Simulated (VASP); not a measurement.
Set up this calculation in VASP 6.6.1, as the native input.

- Task: relaxation of cell and atoms
- Functional: PBEsol
- Potentials or basis: VASP PAW PBE potentials, release 64 (Ga_d, N)
- Cutoff: 600 eV
- k mesh: 12 × 12 × 5
- Occupations: gaussian, width 0.03 eV
- Spin: no spin polarisation
- Further INCAR settings: ALGO = Normal; EDIFF = 1e-07; IBRION = 2; EDIFFG = -0.005; NSW = 90; ISIF = 3

The structure of GaN lies in POSCAR:

```
GaN                                     
1.0
    3.1796023884      0.0000000000      0.0000000000
   -1.5898011942      2.7536164423     -0.0000000000
    0.0000000000     -0.0000000000      5.1837589817
  Ga              N             
     2     2
Direct
     0.3333333332999970    0.6666666667000030    0.9992962202991185
     0.6666666667000030    0.3333333332999970    0.4992962202991183
     0.3333333332999970    0.6666666667000030    0.3757037797008817
     0.6666666667000030    0.3333333332999970    0.8757037797008815
```

One way to write it, as run:

INCAR

```
ALGO = Normal
EDIFF = 1E-7
EDIFFG = -0.005
ENCUT = 600
GGA = PS
IBRION = 2
ISIF = 3
ISMEAR = 0
LASPH = T
LCHARG = F
LREAL = F
LWAVE = F
NELM = 80
NSW = 90
PREC = Accurate
SIGMA = 0.03
```

KPOINTS

```
k-points
0
Gamma
  12 12 5
```

Potentials or basis: VASP PAW PBE potentials, release 64 (Ga_d, N).

Command:

```console
$ cat potpaw_PBE.64/Ga_d/POTCAR potpaw_PBE.64/N/POTCAR > POTCAR
$ mpirun -np 1 vasp_std > vasp.out
```

It gave:

- Relaxed volume: 11.35 Å³/atom
- Relaxed cell: a = 3.180 Å, b = 3.180 Å, c = 5.183 Å, α = 90.00°, β = 90.00°, γ = 120.00°
- Space group after relaxing (to 0.05 Å): P6_3mc (No. 186)
- Energy gained by relaxing: 0.0 meV/atom
- Ionic steps: 2
- Pressure after relaxing: 0.0 GPa
- Band gap on the k mesh: 1.91 eV, direct

Caveat: the PAW data sets were made with another functional, which shifts forces and pressure a little.

It took 99 s on 1 thread of Intel(R) Xeon(R) Platinum 8488C (Sapphire Rapids) (shared host), peak memory 0.22 GiB.
